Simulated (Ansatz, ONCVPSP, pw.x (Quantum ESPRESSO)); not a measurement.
hafnium (Hf): one change to the ONCV potential, in the atom and in the bcc crystal

Hf (Z = 72), optimised norm-conserving Vanderbilt (ONCV), made with ONCVPSP 4.0.1.1 (patched build) (PBE, scalar-relativistic). Core [Kr] 4d10 4f14, reference 5s2 5p6 5d2 6s1.5 (charge +0.5). Waves: 5s+6s: rc 2.10 bohr, ncon 4, nbas 7, qcut 4.4 1/bohr, 2 projectors; 5p: rc 1.70 bohr, ncon 4, nbas 8, qcut 7.1 1/bohr, 2 projectors, debl 3.3 Ha; 5d: rc 2.10 bohr, ncon 4, nbas 7, qcut 4.7 1/bohr, 3 projectors, debl 2.9 Ha. Local part: polynomial inside 1.70 bohr (lpopt 3, dvloc0 0 Ha). Core correction: Teter function, fcfact 3, rcfact 1.7.

Change: core [Xe] 4f14, valence charge 4; reference 5d2.5 6s1.5; waves now 6s: rc 2.85 bohr, ncon 3, nbas 7, qcut 2.6 1/bohr, 2 projectors, debl 1 Ha; p scattering state at 0.29 Ha: rc 2.60 bohr, ncon 4, nbas 8, qcut 3.8 1/bohr, 2 projectors, debl 3.7 Ha; 5d: rc 2.60 bohr, ncon 5, nbas 10, qcut 6.8 1/bohr, 2 projectors, debl 3.3 Ha; local potential polynomial inside 2.50 bohr (lpopt 1, dvloc0 4 Ha).

Cutoffs, loose and tight: the cutoffs (Ha) at which the residual kinetic energy of the hardest occupied pseudo-wave falls to 1 and 0.1 mHa per electron. They do not see the model core or the augmentation charge, which bear on the density cutoff. Test errors are all-electron minus pseudo excitation energies from the reference, over the configurations 5s2 5p6 5d2 6s2; 5s2 5p6 5d2 6s1; 5s2 5p6 5d2 6s0; 5s2 5p6 5d3 6s0; variants that change the core or the reference have their own tests.

Crystal test: bcc Hf in pw.x 7.5, no spin, 13³ k-points, Fermi–Dirac smearing 0.01 Ry, cutoffs set for each file from its atomic test. The reference is all-electron LAPW (Ansatz 0.2.0) with the same functional, mesh and smearing; V0 and B0 come from Birch–Murnaghan fits to the pressures at five volumes. Errors are pseudo minus all-electron; Δ is the rms difference of the E(V) curves that follow from these fits, minima aligned, over ±6 % about the mean V0. Mesh and smearing are coarse, so the numbers serve the comparison and aren't converged zero-temperature values; the lattice is a test structure that the element need not adopt.

All-electron: a0 = 3.553 Å (V0 = 22.42 Å³/atom), B0 = 98.4 GPa.

Task: Does the change bring the crystal closer to the all-electron result?

Result: The mean pressure error goes from -1.01 to +10.32 GPa, so the change moves the solid further from the all-electron pressures.

| quantity | base | changed |
| --- | --- | --- |
| outcome (atom) | generated | generated |
| cutoff, loose (atom) | 18 Ha | 12 Ha |
| cutoff, tight (atom) | 31 Ha | 15 Ha |
| bound ghosts (atom) | none | none |
| largest test error (meV) (atom) | -30 | -346 |
| cutoffs in pw.x (Ry) | 75/300 | 50/200 |
| a0 (Å) | 3.541 | – |
| a0 error (%) | -0.34 | – |
| B0 error (%) | +0.8 | – |
| Δ (meV/atom) | 4.9 | – |
| mean pressure error (GPa) | -1.01 | +10.32 |

A dash: not determined, or the minimum lies outside the volumes sampled.

Changed file: This is a poor potential for the solid.
